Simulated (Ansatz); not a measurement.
# TiO2 (Anatase) (I4_1/amd) in Ansatz: reference runs

Reference runs on TiO2 (Anatase): the cell as given and a disturbed copy.

Program: Ansatz 0.2.0. These are calculated values, not measurements. Logs are shortened: lines on timing, memory, paths and dates and some standing lists are left out, and cuts for length are marked.

## (1) The structure

The structure is tetragonal, space group I4_1/amd (No. 141). Conventional cell: a = 3.784 Å, b = 3.784 Å, c = 9.515 Å, α = 90.00°, β = 90.00°, γ = 90.00°. Ti (site symmetry -4m2) has 6 O at 1.93 to 1.98 Å as nearest neighbours. Around O (site symmetry 2mm) lie 3 Ti at 1.93 to 1.98 Å.

## (2) Single point, PBEsol

Input file input.yaml:

```yaml
crystal:
  lattice:
    - [-1.8921, 1.8921, 4.7573]
    - [1.8921, -1.8921, 4.7573]
    - [1.8921, 1.8921, -4.7573]
  atoms:
    - { symbol: Ti, position: [0.75, 0.25, 0.5] }
    - { symbol: Ti, position: [0.0, 0.0, 0.0] }
    - { symbol: O, position: [0.7919, 0.7919, 0.0] }
    - { symbol: O, position: [0.5419, 0.0419, 0.5] }
    - { symbol: O, position: [0.9581, 0.4581, 0.5] }
    - { symbol: O, position: [0.2081, 0.2081, 0.0] }
kpoints:
  mp_grid: { grid: [10, 10, 10] }
scf:
  occupations: { method: fermi_dirac, width: 0.05 }
hamiltonian:
  xc: pbesol
  pseudopotentials: { kind: all_electron, lapw: { basis_error: 0.001 } }
output:
  forces: true
  stress: true
  eigenvalues: true
  populations: true
```

Potentials or basis: all-electron LAPW, scalar-relativistic.

Command:

```sh
> ansatz run input.yaml --threads 4 --pin off --max-ram 12288MiB --backend cpu --events-out ev --progress --plain --runs-dir out
```

Standard output:

```text
Warning: RAYON_NUM_THREADS=4 ignored (pool sized by the plan → 4); use --threads N
Ti: projections on atomic orbitals take those of the free atom 1s2 2s2 2p6 3s2 3p6 3d2 4s2, of charge +0.00 (hamiltonian.pseudopotentials.projection_atoms)
O: projections on atomic orbitals take those of the free atom 1s2 2s2 2p4, of charge +0.00 (hamiltonian.pseudopotentials.projection_atoms)
LAPW: plane waves up to 10.443 Å⁻¹, error target 1.0e-3 eV per atom; small_component_spin mean_spin; O in spheres of 0.900 Å, 8 of its electrons in bands, Dirac shells []; Ti in spheres of 1.034 Å, 20 of its electrons in bands, Dirac shells [] (how accurate: hamiltonian.pseudopotentials.lapw.basis_error, Limitations)
Engine: ansatz 0.2.0, aarch64-unknown-linux-gnu
Pseudopotentials: kind: all_electron
Pseudopotential: Ti, LAPW, valence charge 20, lapw/all_electron/scalar/gaussian/Ti, Koelling and Harmon's equation, gaussian nucleus
Pseudopotential: O, LAPW, valence charge 8, lapw/all_electron/scalar/gaussian/O, Koelling and Harmon's equation, gaussian nucleus
Functional definition: PBEsol
  exchange = pbesol_x
  correlation = pbesol_c
Crystal: 6 atoms, lattice volume = 68.125 Å³
Basis set: ecut = 415.4684073044102 eV, 1283 PW (Γ), FFT grids on a1+a3, a2+a3, a3, exchange–correlation at level 2
Bands: 44, of which v1, the nominal top of the filled ones, is band 36 counted from 1 (35 counted from 0)
Symmetry: 16 space group operations
Space group: I41/amd (ITA 141), of the structure as read, at distance tolerance 4.1e-5 Å
k-points: 102 of 1000
Non-local potential: Ti, projectors of the file, none
Non-local potential: O, projectors of the file, none
Initial density: superposition of atomic densities (chi_scale 0.1, normalization cell, long waves kept (reshape's long-wave potential 0.00 eV rms))
Initial wavefunctions: plane waves of lowest kinetic energy (no species holds an atomic orbital)
Functional: x = pbesol(κ = 0.804, μ = 0.12345679012345678), c = pbesol(β = 0.046)
iter 1 solved again at ethr=2.61e-2 eV; its pass at ethr=1.00e-1 eV (dr2=1.88e1 eV) is discarded
SCF iter   1: F=—  HF=-54599.922876 eV  |F-HF|=—  |Δ(HF+E_count)|=         —  Δρ=1.61e-1  dr2=1.88e1  ethr=2.61e-2  ⟨swp⟩=2.0  Hψ=29289  notcnv=0
preconditioner: auto → Resta (q_TF=auto, 2.754 Å⁻¹)  ε∞=3.3  [insulator: Δε(μ)=6.143 eV  Ē_g=19.645 eV  σ=0.050 eV  W_gap=1.00  n_scr=32 (ndim 8)  ℏωp=29.8 eV  f_vac=0.041  D(μ)=0.00/eV (n_scr^D=0)  ε∞_Penn≈3.3]
SCF iter   2: F=—  HF=-54594.538638 eV  |F-HF|=—  |Δ(HF+E_count)|=    5.38e0  Δρ=1.08e-1  dr2=9.65e0  ethr=2.61e-2  ⟨swp⟩=3.0  Hψ=14436  notcnv=0
preconditioner: auto → Kerker (q_TF=auto, 2.754 Å⁻¹)  [metal: Δε(μ)=0.028 eV  Ē_g=8.721 eV  σ=0.050 eV  W_gap=0.14  n_scr=32 (ndim 8)  ℏωp=25.4 eV  f_vac=0.090  D(μ)=0.29/eV (n_scr^D=0)]
SCF iter   3: F=—  HF=-54591.470841 eV  |F-HF|=—  |Δ(HF+E_count)|=    3.07e0  Δρ=5.69e-2  dr2=2.45e0  ethr=1.34e-2  ⟨swp⟩=3.0  Hψ=13778  notcnv=0
iter 4 solved again at ethr=3.17e-4 eV; its pass at ethr=3.40e-3 eV (dr2=2.28e-1 eV) is discarded
SCF iter   4: F=—  HF=-54590.887217 eV  |F-HF|=—  |Δ(HF+E_count)|=         —  Δρ=1.57e-2  dr2=2.28e-1  ethr=3.17e-4  ⟨swp⟩=2.0  Hψ=24128  notcnv=0
the basis was enlarged: its passes take 394.5 KiB over the memory plan, 4 of 4 planned eigensolver slots
SCF iter   5: F=—  HF=-54590.988465 eV  |F-HF|=—  |Δ(HF+E_count)|=   1.01e-1  Δρ=1.77e-2  dr2=2.95e-1  ethr=3.16e-4  ⟨swp⟩=2.0  Hψ=14586  notcnv=0  recentre
SCF iter   6: F=—  HF=-54590.891890 eV  |F-HF|=—  |Δ(HF+E_count)|=   9.66e-2  Δρ=4.41e-3  dr2=2.64e-2  ethr=3.16e-4  ⟨swp⟩=2.0  Hψ=13709  notcnv=0
SCF iter   7: F=—  HF=-54590.890312 eV  |F-HF|=—  |Δ(HF+E_count)|=   1.58e-3  Δρ=2.39e-3  dr2=6.83e-3  ethr=3.67e-5  ⟨swp⟩=2.0  Hψ=13772  notcnv=0
SCF iter   8: F=—  HF=-54590.889726 eV  |F-HF|=—  |Δ(HF+E_count)|=   5.86e-4  Δρ=1.05e-3  dr2=1.10e-3  ethr=9.48e-6  ⟨swp⟩=2.1  Hψ=13964  notcnv=0
SCF iter   9: F=—  HF=-54590.889438 eV  |F-HF|=—  |Δ(HF+E_count)|=   2.88e-4  Δρ=4.99e-4  dr2=2.30e-4  ethr=1.52e-6  ⟨swp⟩=2.0  Hψ=13903  notcnv=0
SCF iter  10: F=—  HF=-54590.889365 eV  |F-HF|=—  |Δ(HF+E_count)|=   7.28e-5  Δρ=9.38e-5  dr2=7.97e-6  ethr=3.20e-7  ⟨swp⟩=2.0  Hψ=13788  notcnv=0
SCF iter  11: F=-54590.889359 eV  HF=-54590.889359 eV  |F-HF|=1.30e-8  |Δ(HF+E_count)|=   6.15e-6  Δρ=9.47e-6  dr2=6.61e-8  ethr=1.11e-8  ⟨swp⟩=2.0  Hψ=13792  notcnv=0
SCF 1 converged in 11 iterations: F = -54590.889359 eV  dr2 = 6.61e-8
SCF converged after 11 iterations
Free energy (F): -54590.889359 eV
Harris-Foulkes:  -54590.889359 eV  (|F-HF|=1.30e-8)
Internal energy: -54590.889359 eV  (E = F + TS)
E sigma→0 (E₀):  -54590.889359 eV
Fermi energy:    8.549156 eV
--- Per-component energies (eV) ---
  E_band       = -11660.470553
  E_kinetic    = 55014.612228
  E_xc         = -3145.718609
  E_electrostatic = -106459.782978  (all electrons and nuclei)
  E_smearing   = -0.000000  (= −TS)
  E_closure    = 0.000000  (closes the sum)
  E_atoms      = -54536.788326  (free atoms, spherical and without spin; not in F)
  Σ components = -54590.889359   (vs F -54590.889359, Δ=0.00e0)
  Basis errors (estimates in eV, not in F): energy 4.5e-4 per atom: plane waves 4.1e-4 (2.5e-4 summed), levels above the bands 2.0e-40, relativity 6.7e-8, radial functions 4.6e-5, core shells 3.0e-13; eigenvalues (radial functions only) 1.7e-6; not estimated: angular momenta, meshes, grids; target (lapw.basis_error) 1.0e-3; muffin-tin radii O 0.900 Å, Ti 1.034 Å
--- Forces (eV/Å), atoms counted from 1 ---
  atom   1  Ti     0.00000000    -0.00000000     0.00000000
  atom   2  Ti    -0.00000000     0.00000000    -0.00000000
  atom   3  O     -0.00000000    -0.00000000     0.00739533
  atom   4  O      0.00000000     0.00000000     0.00739533
  atom   5  O      0.00000000    -0.00000000    -0.00739533
  atom   6  O     -0.00000000    -0.00000000    -0.00739533
  max |Σ_I F_I| component: 3.90e-18 eV/Å
--- Stress (GPa, compression-positive) ---
       -1.365929       0.000000       0.000000
        0.000000      -1.365929      -0.000000
        0.000000      -0.000000      -0.452013
  P = ⅓ Tr σ = -1.0613 GPa (-10.613 kbar)
--- Band table (eV; the first three rows and the last of 102) ---
  k-point 0: bands = ["-522.8256", "-522.8256", "-494.7317", "-494.7317", "-494.7317", "-494.7317", "-430.4256", "-430.4256", "-430.4187", "-430.4187", "-430.4187", "-430.4187", "-48.6127", "-48.5496", "-25.2174", "-24.9715", "-24.9715", "-24.8968", "-24.8968", "-24.8076", "-10.1311", "-9.0949", "-8.9394", "-8.6020", "3.4840", "3.5982", "3.5982", "3.9930", "5.3494", "5.3494", "5.4182", "6.6935", "6.7006", "6.7006", "6.9827", "6.9827", "9.5342", "10.3016", "11.4521", "11.4521", "11.4860", "11.4860", "12.5475", "12.8316"]
  k-point 1: bands = ["-522.8256", "-522.8256", "-494.7317", "-494.7317", "-494.7317", "-494.7317", "-430.4256", "-430.4256", "-430.4187", "-430.4187", "-430.4187", "-430.4187", "-48.6107", "-48.5507", "-25.2163", "-24.9905", "-24.9777", "-24.9074", "-24.8968", "-24.8039", "-10.0329", "-9.0344", "-8.8978", "-8.5729", "3.3879", "3.4605", "3.4856", "4.0007", "5.1524", "5.4449", "5.5279", "6.4653", "6.4849", "6.4919", "6.7195", "7.1116", "9.9740", "10.3639", "11.0363", "11.2868", "11.3021", "11.4501", "12.9788", "13.0891"]
  k-point 2: bands = ["-522.8256", "-522.8256", "-494.7317", "-494.7317", "-494.7317", "-494.7317", "-430.4256", "-430.4256", "-430.4187", "-430.4187", "-430.4187", "-430.4187", "-48.6051", "-48.5541", "-25.2135", "-25.0364", "-24.9936", "-24.9354", "-24.8943", "-24.8006", "-9.7622", "-8.8813", "-8.7840", "-8.4981", "2.9962", "3.2352", "3.3858", "4.0845", "4.7442", "5.2607", "5.4558", "5.7131", "5.8682", "6.3155", "6.8555", "7.2042", "10.4103", "10.6138", "10.7685", "11.0916", "11.1825", "11.6114", "13.2136", "13.9649"]
  k-point 101: bands = ["-522.8256", "-522.8256", "-494.7317", "-494.7317", "-494.7317", "-494.7317", "-430.4256", "-430.4256", "-430.4187", "-430.4187", "-430.4187", "-430.4187", "-48.5813", "-48.5813", "-25.0162", "-25.0162", "-24.9961", "-24.9961", "-24.8718", "-24.8718", "-9.5289", "-9.5289", "-8.8806", "-8.8806", "3.6879", "3.6879", "3.7390", "3.7390", "5.3731", "5.3731", "6.0986", "6.0986", "6.1912", "6.1912", "7.3401", "7.3401", "9.9039", "9.9039", "11.2404", "11.2404", "11.7150", "11.7150", "12.4695", "12.4695"]
--- Löwdin populations: 6 sites ---
  site symbol       q [e]
     0     Ti     20.6387
     1     Ti     20.6387
     2      O      8.6433
     3      O      8.6433
     4      O      8.6433
     5      O      8.6433
  spilling = 0.001967 (of n_electrons = 76.000000)
```

Run time: 72 s. Hardware: 4 threads of Arm Neoverse N1, shared host; peak memory 1.3 GiB.

What came out:

```
Free energy            : -54590.8894 eV
Pressure               : -1.1 GPa
Largest force          : 0.007 eV/Å
Band gap on the k mesh : 2.08 eV, indirect (least direct gap 2.42 eV)
Loewdin charges        : Ti +1.36; O -0.64 e
```

Forces in eV/Å, atoms in the order of the input:
```
Ti   0.000  0.000  0.000
Ti   0.000  0.000  0.000
O    0.000  0.000  0.007
O    0.000  0.000  0.007
O    0.000  0.000 -0.007
O    0.000  0.000 -0.007
```

## (3) Single point, PBEsol (atoms moved at random, drawn with an rms of 0.05 Å)

Input file input.yaml:

```yaml
crystal:
  lattice:
    - [-1.8921, 1.8921, 4.7573]
    - [1.8921, -1.8921, 4.7573]
    - [1.8921, 1.8921, -4.7573]
  atoms:
    - { symbol: Ti, position: [0.749248, 0.249738, 0.494278] }
    - { symbol: Ti, position: [0.002996, -0.003225, 0.000219] }
    - { symbol: O, position: [0.78263, 0.795091, -0.002627] }
    - { symbol: O, position: [0.541452, 0.039766, 0.501168] }
    - { symbol: O, position: [0.95029, 0.449868, 0.476092] }
    - { symbol: O, position: [0.215506, 0.209687, 0.005593] }
kpoints:
  mp_grid: { grid: [10, 10, 10] }
scf:
  occupations: { method: fermi_dirac, width: 0.05 }
hamiltonian:
  xc: pbesol
  pseudopotentials: { kind: all_electron, lapw: { basis_error: 0.001 } }
output:
  forces: true
  stress: true
  eigenvalues: true
  populations: true
```

Potentials or basis: all-electron LAPW, scalar-relativistic.

Command:

```sh
> ansatz run input.yaml --threads 4 --pin off --max-ram 12288MiB --backend cpu --events-out ev --progress --plain --runs-dir out
```

Run time: 15 min. Hardware: 4 threads of Arm Neoverse N1, shared host; peak memory 3.9 GiB.

The run converged. Its results:

```yaml
Free_energy: -54590.8335 eV
Pressure: -1.9 GPa
Largest_force: 0.898 eV/Å
Band_gap_on_the_k_mesh: 2.01 eV, indirect (least direct gap 2.40 eV)
Loewdin_charges: Ti +1.36; O -0.64, -0.65 e
```

Forces on the atoms (eV/Å):
```
Ti   0.037  0.033 -0.322
Ti  -0.054 -0.020  0.260
O   -0.602  0.240  0.322
O   -0.152 -0.087  0.342
O    0.743  0.218 -0.455
O    0.028 -0.383 -0.146
```

Stress tensor (GPa, compression positive):
```
 0.43 -0.02  1.22
-0.02 -2.46 -0.18
 1.22 -0.18 -3.81
```

Levels at points of the mesh, in eV from the valence-band top:
```tsv
k point	band 32	band 33	band 34	band 35	band 36	band 37	band 38	band 39	band 40	band 41
(0.00, 0.00, 0.00)	-0.89	-0.82	-0.75	-0.58	-0.48	2.01	2.79	3.72	3.88	3.89
(0.00, 0.00, -0.50)	-2.65	-2.23	-2.15	-0.05	0.00	3.28	3.34	3.77	3.82	4.86
(0.00, -0.50, 0.00)	-2.05	-1.94	-0.96	-0.91	-0.64	3.19	3.45	3.52	3.72	4.28
(0.00, -0.50, -0.50)	-2.03	-1.99	-1.09	-0.97	-0.67	3.09	3.41	3.50	3.61	4.25
(-0.50, 0.00, 0.00)	-2.07	-2.00	-1.08	-0.97	-0.68	3.18	3.32	3.45	3.66	4.17
(-0.50, 0.00, -0.50)	-2.11	-1.96	-0.96	-0.90	-0.73	3.21	3.47	3.59	3.62	4.20
(-0.50, -0.50, 0.00)	-2.69	-2.21	-2.16	-0.04	0.00	3.27	3.35	3.74	3.85	4.85
(-0.50, -0.50, -0.50)	-1.40	-1.37	-1.31	-0.20	-0.18	2.36	2.41	3.65	3.73	3.98
```

A k mesh can miss the band edges.
